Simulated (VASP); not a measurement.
Output of a VASP run:

### OSZICAR
```
       N       E                     dE             d eps       ncg     rms          rms(c)
DAV:   1     0.166959130893E+03    0.16696E+03   -0.14688E+04   928   0.155E+03
DAV:   2    -0.537932043371E+02   -0.22075E+03   -0.21564E+03  1240   0.385E+02
DAV:   3    -0.617288270460E+02   -0.79356E+01   -0.79273E+01  1464   0.746E+01
DAV:   4    -0.619463722109E+02   -0.21755E+00   -0.21750E+00  1232   0.978E+00
DAV:   5    -0.619519894249E+02   -0.56172E-02   -0.56172E-02  1264   0.116E+00    0.227E+01
DAV:   6    -0.450013896829E+02    0.16951E+02   -0.21603E+01  1240   0.423E+01    0.699E+00
DAV:   7    -0.460627513255E+02   -0.10614E+01   -0.19299E+00   984   0.127E+01    0.370E+00
DAV:   8    -0.468255633770E+02   -0.76281E+00   -0.15883E+00  1080   0.136E+01    0.177E+00
DAV:   9    -0.456436659353E+02    0.11819E+01   -0.62719E-01   936   0.910E+00    0.101E+00
DAV:  10    -0.456186910531E+02    0.24975E-01   -0.10866E-02  1504   0.116E+00    0.107E+00
DAV:  11    -0.456099417539E+02    0.87493E-02   -0.29128E-02   928   0.186E+00    0.112E+00
DAV:  12    -0.456285747404E+02   -0.18633E-01   -0.16504E-02   928   0.142E+00    0.120E+00
DAV:  13    -0.457028647224E+02   -0.74290E-01   -0.80116E-02  1176   0.240E+00    0.453E-01
DAV:  14    -0.457724242020E+02   -0.69559E-01   -0.68582E-02   992   0.252E+00    0.290E-01
DAV:  15    -0.457712126931E+02    0.12115E-02   -0.32298E-03  1328   0.476E-01    0.347E-01
DAV:  16    -0.457716954382E+02   -0.48275E-03   -0.87167E-03   984   0.647E-01    0.143E-01
DAV:  17    -0.457729124017E+02   -0.12170E-02   -0.13369E-03  1264   0.377E-01    0.167E-01
DAV:  18    -0.457728686759E+02    0.43726E-04   -0.38263E-05  1048   0.537E-02    0.153E-01
DAV:  19    -0.457725565760E+02    0.31210E-03   -0.10852E-03  1040   0.210E-01    0.526E-02
DAV:  20    -0.457726417133E+02   -0.85137E-04   -0.10185E-04  1472   0.860E-02    0.181E-02
DAV:  21    -0.457726513846E+02   -0.96713E-05   -0.31405E-05  1064   0.421E-02    0.204E-02
DAV:  22    -0.457726493226E+02    0.20620E-05   -0.79463E-06  1040   0.231E-02    0.467E-03
DAV:  23    -0.457726486534E+02    0.66925E-06   -0.12213E-06  1016   0.106E-02    0.839E-04
DAV:  24    -0.457726488965E+02   -0.24312E-06   -0.41642E-07  1080   0.567E-03    0.317E-03
DAV:  25    -0.457726488008E+02    0.95687E-07   -0.29733E-07  1024   0.458E-03
   1 F= -.45772649E+02 E0= -.45772649E+02  d E =-.387385E-19
```

**OUTCAR**
```
------------------------ aborting loop because EDIFF is reached ----------------------------------------
  FORCE on cell =-STRESS in cart. coord.  units (eV):
  Direction    XX          YY          ZZ          XY          YZ          ZX
  --------------------------------------------------------------------------------------
  Total       -2.9007317     -2.9007317     -2.9007317     -0.0000000      0.0000000     -0.0000000
  in kB     -132.8354115   -132.8354115   -132.8354115     -0.0000000      0.0000000     -0.0000000
  external PRESSURE =    -132.8354115 kB  Pullay stress =       0.0000000 kB
  volume of cell :       34.99
      direct lattice vectors                 reciprocal lattice vectors
     0.000000000  2.595920742  2.595920742    -0.192609887  0.192609887  0.192609887
     2.595920742  0.000000000  2.595920742     0.192609887 -0.192609887  0.192609887
     2.595920742  2.595920742  0.000000000     0.192609887  0.192609887 -0.192609887
 POSITION                                       TOTAL-FORCE (eV/Angst)
 -----------------------------------------------------------------------------------
      0.00000      0.00000      0.00000        -0.000000     -0.000000     -0.000000
      1.29796      1.29796      1.29796        -0.000000      0.000000     -0.000000
      3.89388      3.89388      3.89388         0.000000      0.000000      0.000000
 -----------------------------------------------------------------------------------
    total drift:                                0.000000      0.000000      0.000000
  FREE ENERGIE OF THE ION-ELECTRON SYSTEM (eV)
  ---------------------------------------------------
  free  energy   TOTEN  =       -45.7726488008 eV

  energy  without entropy=      -45.7726488008  energy(sigma->0) =      -45.77264880
```
(Selected blocks of OUTCAR.)

File POSCAR:
```
ZrO2
1
    0.0000000000     2.5959207416     2.5959207416
    2.5959207416     0.0000000000     2.5959207416
    2.5959207416     2.5959207416     0.0000000000
Zr O
1 2
Direct
  0.0000000000   0.0000000000   0.0000000000
  0.2500000000   0.2500000000   0.2500000000
  0.7500000000   0.7500000000   0.7500000000
```

Problem. Write an INCAR and KPOINTS that could have produced this output.

Solution. One answer among several that fit: the input of the run itself, r2SCAN meta-GGA, plane waves, VASP's PBE PAW potentials (set 64).

KPOINTS:
```
Automatic mesh
0
Gamma
8 8 8
0 0 0
```

### INCAR
```
ISMEAR=0   # Gaussian
METAGGA=R2SCAN
EDIFF=1E-7   # SCF stop (eV)
LWAVE=.False.
PREC=Accurate
SIGMA=0.05
LREAL=.False.   # projection in real space or not
LMAXMIX=4   # l cut-off of mixed one-centre charges
NELM=100
LASPH=.True.
ISIF=2
LMIXTAU=.True.
ENCUT=520   # plane-wave cut-off (eV)
ALGO=Normal   # blocked Davidson
SYSTEM=ZrO2
LCHARG=.False.
```

POTCAR, in this order: Zr_sv O (PBE.64 set). Program: vasp_std.

The compound is ZrO2 in the fluorite structure, the high-temperature cubic form, which is unstable at 0 K; the monoclinic form is the stable one. This cell is one point of a volume scan, at 1.06 of the reference volume.
